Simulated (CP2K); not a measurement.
A run of CP2K 2026.2 is set up as follows.

The input aln_bands.inp:

```
&GLOBAL
  PROJECT aln_bands
  RUN_TYPE ENERGY_FORCE
  PRINT_LEVEL LOW
&END GLOBAL
&FORCE_EVAL
  METHOD QS
  STRESS_TENSOR ANALYTICAL
  &DFT
    BASIS_SET_FILE_NAME BASIS_MOLOPT_UZH
    POTENTIAL_FILE_NAME GTH_POTENTIALS
    &MGRID
      CUTOFF 450
      REL_CUTOFF 60
      NGRIDS 4
    &END MGRID
    &QS
      METHOD GPW
      EPS_DEFAULT 1.0E-9
    &END QS
    &KPOINTS
      SCHEME MONKHORST-PACK 10 10 6
      GAMMA_CENTERED T
      SYMMETRY T
      SYMMETRY_BACKEND SPGLIB
    &END KPOINTS
    &SCF
      SCF_GUESS ATOMIC
      EPS_SCF 1.0E-6
      MAX_SCF 100
      ADDED_MOS 14
      CHOLESKY OFF
      EPS_EIGVAL 1.0E-7
      &DIAGONALIZATION ON
        ALGORITHM STANDARD
      &END DIAGONALIZATION
      &MIXING ON
        METHOD BROYDEN_MIXING
        ALPHA 0.4
        BETA 1.5
        NBUFFER 8
      &END MIXING
      &SMEAR ON
        METHOD FERMI_DIRAC
        ELECTRONIC_TEMPERATURE 580.23
      &END SMEAR
    &END SCF
    &XC
      &XC_FUNCTIONAL
        &LDA_X
        &END LDA_X
        &LDA_C_PW
        &END LDA_C_PW
      &END XC_FUNCTIONAL
    &END XC
    &PRINT
      &KPOINTS ON
      &END KPOINTS
      &MULLIKEN ON
      &END MULLIKEN
      &MO ON
        ENERGIES T
        OCCUPATION_NUMBERS T
        &EACH
          QS_SCF 0
        &END EACH
        ADD_LAST NUMERIC
      &END MO
      &LOWDIN ON
      &END LOWDIN
      &HIRSHFELD ON
        SHAPE_FUNCTION DENSITY
      &END HIRSHFELD
      &BAND_STRUCTURE
        FILE_NAME bands.bs
        ADDED_MOS 6
        &KPOINT_SET
          UNITS B_VECTOR
          NPOINTS 8
          SPECIAL_POINT GAMMA 0.00000000 0.00000000 0.00000000
          SPECIAL_POINT M 0.50000000 0.00000000 0.00000000
          SPECIAL_POINT K 0.33333333 0.33333333 0.00000000
          SPECIAL_POINT GAMMA 0.00000000 0.00000000 0.00000000
          SPECIAL_POINT A 0.00000000 0.00000000 0.50000000
          SPECIAL_POINT L 0.50000000 0.00000000 0.50000000
          SPECIAL_POINT H 0.33333333 0.33333333 0.50000000
          SPECIAL_POINT A 0.00000000 0.00000000 0.50000000
        &END KPOINT_SET
        &KPOINT_SET
          UNITS B_VECTOR
          NPOINTS 8
          SPECIAL_POINT L 0.50000000 0.00000000 0.50000000
          SPECIAL_POINT M 0.50000000 0.00000000 0.00000000
        &END KPOINT_SET
        &KPOINT_SET
          UNITS B_VECTOR
          NPOINTS 8
          SPECIAL_POINT K 0.33333333 0.33333333 0.00000000
          SPECIAL_POINT H 0.33333333 0.33333333 0.50000000
        &END KPOINT_SET
      &END BAND_STRUCTURE
    &END PRINT
  &END DFT
  &SUBSYS
    &CELL
      A 3.1130000000 0.0000000000 0.0000000000
      B -1.5565000000 2.6959370820 0.0000000000
      C 0.0000000000 0.0000000000 4.9810000000
      PERIODIC XYZ
    &END CELL
    &COORD
      SCALED
      Al  0.6666666667 0.3333333333 0.5000000000
      Al  0.3333333333 0.6666666667 0.0000000000
      N   0.6666666667 0.3333333333 0.8800000000
      N   0.3333333333 0.6666666667 0.3800000000
    &END COORD
    &KIND Al
      BASIS_SET TZVP-MOLOPT-PBE-GTH-q3
      POTENTIAL GTH-PADE-q3
    &END KIND
    &KIND N
      BASIS_SET TZVP-MOLOPT-PBE-GTH-q5
      POTENTIAL GTH-PADE-q5
    &END KIND
    &PRINT
      &ATOMIC_COORDINATES ON
      &END ATOMIC_COORDINATES
      &CELL ON
      &END CELL
    &END PRINT
  &END SUBSYS
  &PRINT
    &FORCES ON
    &END FORCES
    &STRESS_TENSOR ON
    &END STRESS_TENSOR
  &END PRINT
&END FORCE_EVAL
```

Potentials or basis: GTH_POTENTIALS Al GTH-PADE-q3, N GTH-PADE-q5; TZVP-MOLOPT-PBE-GTH basis.

The run is started by

```sh
$ OMP_NUM_THREADS=1 mpirun -n 4 cp2k.psmp -i aln_bands.inp -o aln_bands.out
```

Q: Estimate the band gap along the path.

A: 4.25 eV, direct.

Q: Predict the pressure.

A: -5.8 GPa.

Q: Estimate the Mulliken charges.

A: Al +1.66; N -1.66 e.

Forces on the atoms (eV/Å):
```
Al   0.000  0.000 -0.114
Al   0.000  0.000 -0.114
N    0.000  0.000  0.110
N    0.000  0.000  0.110
```

Caveat: the basis of atomic orbitals isn't converged, which shifts pressures, moduli and gaps.

**The experiment to reproduce.**

“Structural and optical properties of self-assembled AlN nanowires grown on SiO2/Si substrates by molecular beam epitaxy”, 2024, arxiv:2402.00216 quotes, for a bulk crystal of AlN at 0 K: band gap 6.0343 eV (an exciton energy, a little under the gap).

Against the measured gap of AlN, 6.0343 eV (an exciton energy, a little under the gap; 0 K; quoted in “Structural and optical properties of self-assembled AlN nanowires grown on SiO2/Si substrates by molecular beam epitaxy”, 2024, arxiv:2402.00216), the calculated 4.25 eV is off by -1.79 eV. 2 values of this kind are on record (6.034 to 6.0343 eV); this one was drawn at random. The value is that of LDA in an atomic basis (GTH_POTENTIALS Al GTH-PADE-q3, N GTH-PADE-q5; TZVP-MOLOPT-PBE-GTH basis), whose error adds to the functional's,, without temperature or zero-point motion. Semilocal functionals fall short of measured gaps as a rule.
